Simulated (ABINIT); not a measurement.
# ZnS (Wurtzite-2H) (P6_3mc) in ABINIT: further runs

The runs below take ZnS (Wurtzite-2H) through single point, with PBE, PBEsol, LDA.

Program: ABINIT 10.8.3 (patched build). These are calculated values, not measurements. Logs are shortened: lines on timing, memory, paths and dates and some standing lists are left out, and cuts for length are marked. The log counts tension as positive stress, the text compression.

**What was measured.**

From a printed reference work, monograph, for a bulk crystal of ZnS at 4 K: band gap 3.911 eV (direct).

How close the calculation comes is told below.

## (1) The structure

Symmetry: P6_3mc, No. 186, hexagonal system. Conventional cell: a = 3.811 Å, b = 3.811 Å, c = 6.234 Å, α = 90.00°, β = 90.00°, γ = 120.00°. Around Zn (site symmetry 3m) lie 4 S at 2.31 to 2.40 Å. S (site symmetry 3m) has 4 Zn at 2.31 to 2.40 Å as nearest neighbours.

## (2) Single point, PBE

Input file run.abi:

```
pp_dirpath "./"
pseudos "Zn.upf, S.upf"

acell 7.2017462609 7.2017462609 11.7805526609
rprim
     1.0000000000     0.0000000000     0.0000000000
    -0.5000000000     0.8660254038     0.0000000000
     0.0000000000     0.0000000000     1.0000000000
ntypat 2
znucl 30 16
natom 4
typat 1 1 2 2
xred
     0.6666666667     0.3333333333     0.5000000000
     0.3333333333     0.6666666667     0.0000000000
     0.6666666667     0.3333333333     0.8850000000
     0.3333333333     0.6666666667     0.3850000000

ecut 38.0

kptopt 1
ngkpt 6 6 4
nshiftk 1
shiftk 0.0 0.0 0.0

ixc 11

nband 32
occopt 3
tsmear 0.05 eV

nstep 100
tolvrs 1.0e-10

iomode 3
prtwf 0
prtden 0
prteig 0
prtebands 0
```

Potentials or basis: PseudoDojo NC SR PBE v0.4.1 standard.

Command:

```sh
> abinit run.abi > log 2>&1
```

run.abo:

```text
.Version 10.8.3 of ABINIT
 Symmetries : space group P6_3 m c (#186); Bravais hP (primitive hexag.)
================================================================================
 Values of the parameters that define the memory need of the present run
     intxc =       0    ionmov =       0      iscf =       7    lmnmax =       6
     lnmax =       6     mgfft =      72  mpssoang =       3    mqgrid =    3270
     natom =       4  nloc_mem =       1    nspden =       1   nspinor =       1
    nsppol =       1      nsym =      12    n1xccc =    2501    ntypat =       2
    occopt =       3   xclevel =       2
       mpw =        5958          nfft =      115200          nkpt =          21
================================================================================
================================================================================

--------------------------------------------------------------------------------
------------- Echo of variables that govern the present computation ------------
--------------------------------------------------------------------------------
 -outvars: echo values of preprocessed input variables --------
            acell      7.2017462609E+00  7.2017462609E+00  1.1780552661E+01 Bohr
              amu      6.53900000E+01  3.20660000E+01
             ecut      3.80000000E+01 Hartree
              ixc          11
         kptrlatt        6    0    0      0    6    0      0    0    4
          kptrlen      4.32104776E+01
            natom           4
            nband          32
            ngfft          40      40      72
             nkpt          21
            nstep         100
             nsym          12
           ntypat           2
           occopt           3
           prtden           0
        prtebands           0
           prteig           0
            prtwf           0
            rprim      1.0000000000E+00  0.0000000000E+00  0.0000000000E+00
                      -5.0000000000E-01  8.6602540380E-01  0.0000000000E+00
                       0.0000000000E+00  0.0000000000E+00  1.0000000000E+00
          spgroup         186
           tolvrs      1.00000000E-10
           tsmear      1.83746611E-03 Hartree
            typat      1  1  2  2
           xangst      1.9054999987E+00  1.1001409372E+00  3.1169999979E+00
                      -2.8207066293E-16  2.2002818744E+00  0.0000000000E+00
                       1.9054999987E+00  1.1001409372E+00  5.5170899962E+00
                      -2.8207066293E-16  2.2002818744E+00  2.4000899984E+00
            xcart      3.6008731305E+00  2.0789650712E+00  5.8902763304E+00
                      -5.3303630109E-16  4.1579301424E+00  0.0000000000E+00
                       3.6008731305E+00  2.0789650712E+00  1.0425789105E+01
                      -5.3303630109E-16  4.1579301424E+00  4.5355127744E+00
             xred      6.6666666667E-01  3.3333333333E-01  5.0000000000E-01
                       3.3333333333E-01  6.6666666667E-01  0.0000000000E+00
[... 138 lines left out ...]
    1      0.00000000000000    -0.00000000000000     0.00626413746548
    2     -0.00000000000000     0.00000000000000     0.00626413746548
    3     -0.00000000000000    -0.00000000000000    -0.00626413746548
    4     -0.00000000000000    -0.00000000000000    -0.00626413746548
 frms,max,avg= 3.6166015E-03 6.2641375E-03   0.000E+00  0.000E+00  4.184E-07 h/b

 cartesian forces (eV/Angstrom) at end:
    1      0.00000000000000    -0.00000000000000     0.32211489964948
    2     -0.00000000000000     0.00000000000000     0.32211489964948
    3     -0.00000000000000    -0.00000000000000    -0.32211489964948
    4     -0.00000000000000    -0.00000000000000    -0.32211489964948
 frms,max,avg= 1.8597312E-01 3.2211490E-01   0.000E+00  0.000E+00  2.151E-05 e/A
 length scales=  7.201746260900  7.201746260900 11.780552660900 bohr
              =  3.810999997389  3.810999997389  6.233999995762 angstroms
 Fermi (or HOMO) energy (hartree) =   0.17898   Average Vxc (hartree)=  -0.36341
 Eigenvalues (hartree) for nkpt=  21  k points:
 kpt#   1, nband= 32, wtk=  0.00694, kpt=  0.0000  0.0000  0.0000 (reduced coord)
  -4.45381   -4.45381   -2.76923   -2.76923   -2.76923   -2.76923   -2.76912   -2.76911
  -0.34802   -0.31411   -0.09733   -0.09733   -0.09501   -0.09501   -0.09436   -0.07964
  -0.07964   -0.07666   -0.07666   -0.07064   -0.05283    0.10524    0.10524    0.13628
   0.13628    0.13678    0.21942    0.24687    0.36769    0.36769    0.37890    0.41573
      occupation numbers for kpt#   1
   2.00000    2.00000    2.00000    2.00000    2.00000    2.00000    2.00000    2.00000
   2.00000    2.00000    2.00000    2.00000    2.00000    2.00000    2.00000    2.00000
   2.00000    2.00000    2.00000    2.00000    2.00000    2.00000    2.00000    2.00000
   2.00000    2.00000    0.00000    0.00000    0.00000    0.00000    0.00000    0.00000
 prteigrs : prtvol=0 or 1, do not print more k-points.

--- !EnergyTerms
iteration_state     : {dtset: 1, }
comment             : Components of total free energy in Hartree
kinetic             :  1.92679203164114E+02
hartree             :  1.84510091518621E+02
xc                  : -5.13437195086220E+01
Ewald energy        : -2.14807532424923E+02
psp_core            :  7.01661896869536E+00
local_psp           : -4.64940629095722E+02
non_local_psp       : -9.33903124352368E+01
internal            : -4.40276279813073E+02
'-kT*entropy'       : -3.43909272431795E-13
total_energy        : -4.40276279813074E+02
total_energy_eV     : -1.19805279049372E+04
band_energy         : -5.34309953248317E+01
...

 Cartesian components of stress tensor (hartree/bohr^3)
  sigma(1 1)= -8.80999449E-05  sigma(3 2)=  0.00000000E+00
  sigma(2 2)= -8.80999454E-05  sigma(3 1)=  0.00000000E+00
  sigma(3 3)= -1.77192673E-05  sigma(2 1)=  0.00000000E+00

-Cartesian components of stress tensor (GPa)         [Pressure=  1.9018E+00 GPa]
- sigma(1 1)= -2.59198987E+00  sigma(3 2)=  0.00000000E+00
- sigma(2 2)= -2.59198988E+00  sigma(3 1)=  0.00000000E+00
- sigma(3 3)= -5.21318844E-01  sigma(2 1)=  0.00000000E+00

== END DATASET(S) ==============================================================
================================================================================

 -outvars: echo values of variables after computation  --------
            acell      7.2017462609E+00  7.2017462609E+00  1.1780552661E+01 Bohr
           etotal     -4.4027627981E+02
            fcart      1.1485833888E-25 -3.3156746435E-25  6.2641374655E-03
                      -3.8286112960E-26  4.6419445008E-25  6.2641374655E-03
                      -3.8286112960E-26 -6.6313492869E-26 -6.2641374655E-03
                      -3.8286112960E-26 -6.6313492869E-26 -6.2641374655E-03
            rprim      1.0000000000E+00  0.0000000000E+00  0.0000000000E+00
                      -5.0000000000E-01  8.6602540380E-01  0.0000000000E+00
                       0.0000000000E+00  0.0000000000E+00  1.0000000000E+00
           strten     -8.8099944882E-05 -8.8099945355E-05 -1.7719267349E-05
                       0.0000000000E+00  0.0000000000E+00  0.0000000000E+00
           xangst      1.9054999987E+00  1.1001409372E+00  3.1169999979E+00
                      -2.8207066293E-16  2.2002818744E+00  0.0000000000E+00
                       1.9054999987E+00  1.1001409372E+00  5.5170899962E+00
                      -2.8207066293E-16  2.2002818744E+00  2.4000899984E+00
             xred      6.6666666667E-01  3.3333333333E-01  5.0000000000E-01
                       3.3333333333E-01  6.6666666667E-01  0.0000000000E+00
                       6.6666666667E-01  3.3333333333E-01  8.8500000000E-01
                       3.3333333333E-01  6.6666666667E-01  3.8500000000E-01
 Calculation completed.
```

Wall time 2.3 min (1 thread of Arm Neoverse V2, shared host); peak memory 0.14 GiB.

What came out:

```yaml
Free_energy: -11980.5279 eV
Largest_force: 0.322 eV/Å
Band_gap_on_the_k_mesh: 2.25 eV, direct
Valence_electrons_inside_the_program's_atomic_spheres: Zn 18.13; S 3.96
```

Forces in eV/Å, atoms in the order of the input:
```
Zn   0.000  0.000  0.322
Zn   0.000  0.000  0.322
S    0.000  0.000 -0.322
S    0.000  0.000 -0.322
```

Caveat: the cutoff is too short for stress, so the log's stress isn't used.

## (3) Single point, PBE

Input file run.abi:

```
pp_dirpath "./"
pseudos "Zn.upf, S.upf"

acell 3.811 3.811 6.234 Angstrom
rprim
     1.0000000000     0.0000000000     0.0000000000
    -0.5000000000     0.8660254038     0.0000000000
     0.0000000000     0.0000000000     1.0000000000
ntypat 2
znucl 30 16
natom 4
typat 1 1 2 2
xcart
     1.9055000002     1.1001409378     3.1170000000
    -0.0000000002     2.2002818760     0.0000000000
     1.9055000002     1.1001409378     5.5170900000
    -0.0000000002     2.2002818760     2.4000900000 Angstrom

ecut 38.0

kptopt 1
ngkpt 6 6 4
nshiftk 1
shiftk 0.0 0.0 0.0

ixc 11

nband 32
occopt 3
tsmear 0.00183747

nstep 100
tolvrs 1.0e-10

iomode 3
prtwf 0
prteig 0
prtebands 0
prtden 1
prtvha 1
prtvclmb 1
prtpot 1
prtelf 1
```

Potentials or basis: PseudoDojo NC SR PBE v0.4.1 standard.

Command:

```sh
> abinit run.abi > log 2>&1
```

Run time: 4.4 min. Hardware: 1 thread of Intel Xeon at 2.70GHz, shared host; peak memory 0.14 GiB.

Results (log left out):

* Free energy: -11980.5279 eV
* Largest force: 0.322 eV/Å
* Band gap on the k mesh: 2.25 eV, direct
* Valence electrons inside the program's atomic spheres: Zn 18.13; S 3.96

Forces in eV/Å, atoms in the order of the input:
```
Zn   0.000  0.000  0.322
Zn   0.000  0.000  0.322
S    0.000  0.000 -0.322
S    0.000  0.000 -0.322
```

Levels at points of the mesh, in eV from the valence-band top:
```
           k point  band 23  band 24  band 25  band 26  band 27  band 28  band 29  band 30
(0.00, 0.00, 0.00)    -0.86    -0.01    -0.01     0.00     2.25     3.00     6.28     6.28
(0.50, 0.00, 0.00)    -3.15    -2.25    -1.56    -0.98     3.62     4.26     5.18     7.11
(0.00, 0.00, 0.50)    -0.45    -0.45    -0.45    -0.45     3.51     3.51     6.71     6.71
(0.50, 0.00, 0.50)    -1.66    -1.66    -1.53    -1.53     3.62     3.62     5.14     5.14
```

Caveat: the cutoff is too short for stress, so the log's stress isn't used.

(Part 1 of 2 ends here.)
